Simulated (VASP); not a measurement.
Runs of VASP 6.6.1 on PtS2. It takes space group P-3m1 (No. 164, trigonal). Conventional cell: a = 3.543 Å, b = 3.543 Å, c = 5.039 Å, α = 90.00°, β = 90.00°, γ = 120.00°. Pt (site symmetry -3m) has 6 S at 2.34 Å as nearest neighbours. S (site symmetry 3m) is surrounded by 3 Pt at 2.34 Å. 

```csv
task,potentials or basis,cell,cutoff (eV),smearing,gap on the mesh (eV),pressure (GPa),relaxed volume (Å³/atom),largest force (eV/Å)
band structure,"VASP PAW PBE potentials, release 64 (Pt_GW, S_GW)",as given,550,fermi-dirac 0.05 eV,1.01,-,-,-
band structure,"VASP PAW PBE potentials, release 64 (Pt_sv_GW, S_GW)",as given,600,fermi-dirac 0.05 eV,1.01,11.4,-,1.27
single point,"VASP PAW PBE potentials, release 64 (Pt, S)",as given,520,gaussian 0.029 eV,1.03,11.1,-,1.21
relaxation of cell and atoms,"VASP PAW PBE potentials, release 64 (Pt_sv_GW, S_GW)",relaxed,680,fermi-dirac 0.05 eV,1.26,0.0,21.25,-
relaxation of cell and atoms,"VASP PAW PBE potentials, release 64 (Pt_GW, S_GW)",relaxed,630,fermi-dirac 0.05 eV,1.45,0.0,(c),0.01
band structure,"VASP PAW PBE potentials, release 64 (Pt, S)",as given,500,fermi-dirac 0.05 eV,1.03,11.1,-,1.21
relaxation of cell and atoms,"VASP PAW PBE potentials, release 64 (Pt, S)",relaxed,580,fermi-dirac 0.05 eV,(a),0.0,23.19,-
relaxation of cell and atoms,"VASP PAW PBE potentials, release 64 (Pt, S)",relaxed,600,fermi-dirac 0.05 eV,(b),0.0,22.74,-
```

Alike in all rows: level PBE; no spin polarisation; k mesh 9 × 9 × 5.

Estimate the missing entries.

(a) 1.51; (b) 1.46; (c) 22.71.

Caveats: spin-orbit coupling is left out, which moves the levels of the heavy elements; an odd mesh through Γ misses points on the zone boundary, where band edges often lie (some runs); the volume moved by over 15 % at a fixed basis, so the end points are rough (some runs); this functional lacks dispersion, which binds the layers, so the pressure and a relaxed spacing across them are unreliable, and here the layers came unbound (some runs); forces of over 1 eV/Å show positions far from the minimum, so gaps and moduli don't describe the material at rest (some runs); the volume moved by +16 % from the deposited cell, more than functionals usually miss (some runs); the volume moved by +24 % from the deposited cell, more than functionals usually miss (some runs).

A k mesh can miss the band edges, and the runs leave out spin-orbit coupling on Pt.

The runs don't all hold the same shells in valence.
